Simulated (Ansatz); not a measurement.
The geometry is COD entry 1536825, unchecked; take it as a test cell.

GaN: DFT, PBEsol, PAW with Ansatz's default frozen-core files, scalar-relativistic (Ansatz 0.2.0).

Command: `ansatz run input.yaml --threads 1 --pin off --max-ram 3072MiB --backend cpu --events-out ev --progress --plain --runs-dir out` The run took 14 s on 1 thread of Arm Neoverse V2 (shared host), peak memory 0.34 GiB.

```yaml
crystal:
  lattice:
    - [0.0, 1.9925, 1.9925]
    - [1.9925, 0.0, 1.9925]
    - [1.9925, 1.9925, 0.0]
  atoms:
    - { symbol: Ga, position: [0.5, 0.5, 0.5] }
    - { symbol: "N", position: [0.0, 0.0, 0.0] }
kpoints:
  mp_grid: { grid: [13, 13, 13] }
  band_path:
    path:
      - [0.0, 0.0, 0.0]
      - [0.5, 0.0, 0.5]
      - [0.625, 0.25, 0.625]
      - [0.375, 0.375, 0.75]
      - [0.0, 0.0, 0.0]
      - [0.5, 0.5, 0.5]
      - [0.5, 0.25, 0.75]
      - [0.5, 0.0, 0.5]
    npoints: 14
scf:
  occupations: { method: fermi_dirac, width: 0.02 }
hamiltonian:
  xc: pbesol
  pseudopotentials: { kind: paw }
output:
  forces: true
  stress: true
  eigenvalues: true
  efg: { contact_densities: true }
  populations: true
  bader: true
  dos: { projected: true, de: 0.2, e_range: [-14, 8] }
  write_density: true
  write_potential: true
  elf: true
  volumetric_format: npy
```

Output:

```
Engine: ansatz 0.2.0
Pseudopotentials: kind: paw
Pseudopotential: Ga, paw, valence charge 13, recommended cutoff 420 eV (normal)
Pseudopotential: N, paw, valence charge 5, recommended cutoff 420 eV (normal)
Functional definition: PBEsol
  exchange = pbesol_x
  correlation = pbesol_c
Crystal: 2 atoms, lattice volume = 15.821 Å³
Basis set: ecut = 420 eV, 331 PW (Γ), exchange–correlation on 40×40×40 points (8 copies of the dense FFT grid, shifted against one another)
Bands: 13, of which v1, the nominal top of the filled ones, is band 9 counted from 1 (8 counted from 0)
Symmetry: 48 space group operations
Space group: Fm-3m (ITA 225), of the structure as read, at distance tolerance 2.5e-5 Å
k-points: 84 of 2197
Non-local potential: Ga, projectors of the file, l = 0: 2, l = 1: 2, l = 2: 3, l = 3: 1
Non-local potential: N, projectors of the file, l = 0: 2, l = 1: 2, l = 2: 1
PAW form: soft (Blöchl's): semilocal exchange-correlation on the pseudo side does not see the compensation charge
PAW frozen core: Ga, regenerated for the run's functional, and the local potential with it (the file was generated under x = pbe(κ = 0.804, μ = 0.2195149727645171), c = pbe(β = 0.06672455060314922))
PAW frozen core: N, regenerated for the run's functional, and the local potential with it (the file was generated under x = pbe(κ = 0.804, μ = 0.2195149727645171), c = pbe(β = 0.06672455060314922))
PAW one-centre angular grid: Ga, 590 points (default); XC on 64 Gauss nodes
PAW one-centre angular grid: N, 110 points (default); XC on 64 Gauss nodes
Initial density: superposition of atomic densities (neutral atoms: chi_scale 0, normalization atom), corrected by the library's trained network
Initial wavefunctions: pseudopotential atomic-orbital guess
Functional: x = pbesol(κ = 0.804, μ = 0.12345679012345678), c = pbesol(β = 0.046)
SCF iter   1: F=—  HF=-4121.539059 eV  |F-HF|=—  |Δ(HF+E_count)|=         —  Δρ=1.64e-2  dr2=3.45e-2  ethr=1.77e-3  ⟨swp⟩=4.6  Hψ=5636  notcnv=0
preconditioner: auto → none  [insulator: Δε(μ)=1.664 eV  Ē_g=20.938 eV  σ=0.020 eV  W_gap=1.00  n_scr=8 (ndim 8)  ℏωp=39.6 eV  f_vac=0.000  D(μ)=0.00/eV (n_scr^D=0)  ε∞_Penn≈4.6]
SCF iter   2: F=—  HF=-4121.527815 eV  |F-HF|=—  |Δ(HF+E_count)|=   1.12e-2  Δρ=4.00e-3  dr2=1.84e-3  ethr=1.92e-4  ⟨swp⟩=2.3  Hψ=2445  notcnv=0
SCF iter   3: F=—  HF=-4121.527228 eV  |F-HF|=—  |Δ(HF+E_count)|=   5.87e-4  Δρ=9.33e-4  dr2=6.69e-5  ethr=1.02e-5  ⟨swp⟩=2.1  Hψ=1730  notcnv=0
SCF iter   4: F=—  HF=-4121.527217 eV  |F-HF|=—  |Δ(HF+E_count)|=   1.03e-5  Δρ=4.34e-4  dr2=1.35e-5  ethr=3.72e-7  ⟨swp⟩=2.4  Hψ=1811  notcnv=0
iter 5 did not close the SCF: its close was put off for the readings that it lacked (scf_convergence_deferred on its scf_iter line)
SCF iter   5: F=-4121.527217 eV  HF=-4121.527216 eV  |F-HF|=4.79e-8  |Δ(HF+E_count)|=   8.04e-7  Δρ=4.37e-5  dr2=7.01e-8  ethr=7.53e-8  ⟨swp⟩=2.2  Hψ=1789  notcnv=0
SCF iter   6: F=-4121.527217 eV  HF=-4121.527217 eV  |F-HF|=2.42e-10  |Δ(HF+E_count)|=   5.51e-8  Δρ=2.45e-6  dr2=5.16e-10  ethr=3.90e-10  ⟨swp⟩=4.9  Hψ=5742  notcnv=0
SCF 1 converged in 6 iterations: F = -4121.527217 eV  dr2 = 5.16e-10
  greatest PAW one-centre occupation: 0.998 electrons in one spin orbital (limit 2), on the Ga atom at site 0 (counted from 0), in its partial waves of l = 2
NSCF: frozen V_eff on 99 k-points
SCF converged after 6 iterations
Free energy (F): -4121.527217 eV
Harris-Foulkes:  -4121.527217 eV  (|F-HF|=2.42e-10)
Internal energy: -4121.527217 eV  (E = F + TS)
E sigma→0 (E₀):  -4121.527217 eV
Fermi energy:    17.394704 eV
--- Per-component energies (eV) ---
  E_band       = 100.703961
  E_kinetic    = 256.954620
  E_local      = -1516.364080  (includes V_loc(G=0)·N_el)
  E_nonlocal   = 479.831480
  E_hartree    = 730.922635
  E_xc         = -130.824185
  E_vxc        = -138.139632  (∫ρ·V_xc dr)
  E_paw        = -2079.967082  (= ΣΔE_a)
  E_vpaw       = -443.423330  (= ΣTr[D̂ρ^β])
  E_aug_tail   = 0.000099  (compensation charges beyond the density's cutoff)
  E_ewald      = -1862.971781
  E_core_change = 0.891077  (= ΣΔE_core)
  E_smearing   = -0.000000  (= −TS)
  E_closure    = -0.000000  (closes the sum)
  Σ components = -4121.527217   (vs F -4121.527217, Δ=0.00e0)
--- Forces (eV/Å), atoms counted from 1 ---
  atom   1  Ga     0.00000000    -0.00000000     0.00000000
  atom   2  N     -0.00000000     0.00000000    -0.00000000
  max |Σ_I F_I| component: 1.50e-29 eV/Å
--- Stress (GPa, compression-positive) ---
       58.693983       0.000000      -0.000000
        0.000000      58.693983      -0.000000
       -0.000000      -0.000000      58.693983
  P = ⅓ Tr σ = 58.6940 GPa (586.940 kbar)
--- PAW observables at the nuclei: V_zz in 10²¹ V/m², potentials from the cell's mean, atoms counted from 1 ---
  atom   1  Ga V_zz =    +0.000000   η = 0.0000   by run symmetry: forbidden
            electrostatic potential = -4141.672394 V   contact ρ = 187020.092169 e/Å³
  atom   2  N  V_zz =    +0.000000   η = 0.0000   by run symmetry: forbidden
            electrostatic potential = -525.605093 V   contact ρ = 1403.724810 e/Å³
--- Band table (eV; the first three rows and the last of 84) ---
  k-point 0: bands = ["-2.7884", "2.3691", "2.3691", "2.3691", "2.5221", "2.5221", "15.7085", "15.7085", "15.7085", "20.8912", "31.9924", "31.9924", "31.9924"]
  k-point 1: bands = ["-2.6504", "2.3584", "2.3792", "2.3792", "2.5060", "2.5060", "15.0417", "15.7360", "15.7360", "21.3910", "30.0788", "31.8423", "31.8423"]
  k-point 2: bands = ["-2.2430", "2.3277", "2.3719", "2.3719", "2.4975", "2.4975", "13.5350", "15.8157", "15.8157", "22.3179", "28.2872", "30.8672", "30.8672"]
  k-point 83: bands = ["0.1488", "2.2845", "2.3220", "2.3957", "2.8136", "5.4560", "9.5995", "10.3139", "11.6933", "22.9807", "27.3791", "27.4215", "28.8172"]
--- Löwdin populations: 2 sites ---
  site symbol       q [e]
     0     Ga     12.1539
     1      N      5.7953
  spilling = 0.002824 (of n_electrons = 18.000000)
--- Bader charges: 2 sites ---
  site symbol  charge [e]  shift [e]
     0     Ga      1.7085     0.0136
     1      N     -1.7085     0.0136
  estimated error of the sums over rays = 3.5e-4 e
```

populations.tsv:

```
# site	symbol	l	j	q
# orbitals = lowdin
# n_electrons = 18.000000
# spilling = 0.002824
0	Ga	0_4S	-	0.704754
0	Ga	1_4P	-	1.466109
0	Ga	2_3D	-	9.983022
1	N	0_2S	-	1.394672
1	N	1_2P	-	4.400618
```

bader_charges.tsv:

```
# site	symbol	x_ang	y_ang	z_ang	partial_charge_e	electrons	volume_ang3	relative_density_drop	shared_charge_e	partial_wave_shift_e
# quadrature_error_electrons = 3.5e-4
0	Ga	1.9925	1.9925	1.9925	1.70847	29.29153	6.53	-	1.70847	0.01359
1	N	0.0000	0.0000	0.0000	-1.70847	8.70847	9.29	-	-1.70847	0.01359
```
